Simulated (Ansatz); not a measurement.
Crystal: ScAl3.

```
CELL_PARAMETERS angstrom
4.08781 0.00000 0.00000
0.00000 4.08781 0.00000
0.00000 0.00000 4.08781
ATOMIC_POSITIONS crystal
Sc 0.00000 0.00000 0.00000
Al 0.50000 0.50000 0.00000
Al 0.00000 0.50000 0.50000
Al 0.50000 0.00000 0.50000
```

The cell is a database's computed one.

- Program: Ansatz 0.2.0
- Task: relaxation of cell and atoms
- Functional: BLYP
- Dispersion: D3(BJ)
- Potentials or basis: Ansatz PAW
- Cutoff: 420 eV (not typed: the program's choice for these potentials)
- k mesh: 7 × 7 × 7
- Occupations: fermi-dirac, width 0.05 eV
- Spin: no spin polarisation

At the start: volume 17.08 Å³/atom.

**Question.** Where does the relaxation end?

**Answer.** It ends after 5 steps and the volume is 16.12 Å³/atom (-5.6 %); space group Pm-3m (No. 221, to 0.05 Å).

Step by step:
```
step  energy change (eV)  largest force (eV/Å)  volume (Å³)
   1              0.0000                0.0000        68.31
   2             -0.0380                0.0000        62.16
   3             -0.0627                0.0000        64.68
   4             -0.0630                0.0000        64.48
   5             -0.0617                0.0000        64.48
```

Final structure:
```
CELL_PARAMETERS angstrom
4.00988 0.00000 0.00000
0.00000 4.00988 0.00000
0.00000 0.00000 4.00988
ATOMIC_POSITIONS crystal
Sc 0.00000 0.00000 0.00000
Al 0.50000 0.50000 0.00000
Al 0.00000 0.50000 0.50000
Al 0.50000 0.00000 0.50000
```

Caveat: the plane-wave basis is chosen anew once the cell has moved, so the energies of steps on either side of that aren't comparable; the PAW data sets come from PBE, with cores solved anew for the run's functional, which leaves a small shift of forces and pressure.
